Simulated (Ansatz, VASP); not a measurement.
**Rh: VASP beside Ansatz**

```
Rh
1.0
     0.00000    1.91606    1.91606
     1.91606    0.00000    1.91606
     1.91606    1.91606    0.00000
Rh
1
Direct
  0.00000 0.00000 0.00000
```

Alike in both runs: task single point; functional PBE; k mesh 14 × 14 × 14; no spin polarisation.

|  | VASP | Ansatz |
| --- | --- | --- |
| version | VASP 6.6.1 | Ansatz 0.2.0 |
| potentials or method | VASP PAW PBE potentials, release 64 (Rh_pv) | plane waves (420 eV) with PAW, scalar-relativistic |
| plane-wave cutoff (eV) | 520 | 420 |
| occupations | methfessel-paxton of order 1, width 0.3 eV | cold, width 0.3 eV |
| valence electrons in the cell | 15 | 17 |

|  | VASP | Ansatz | Ansatz less VASP |
| --- | --- | --- | --- |
| pressure (GPa) | -0.5 | -0.3 | +0.17 |

The two sets of potentials don't hold the same shells in valence.
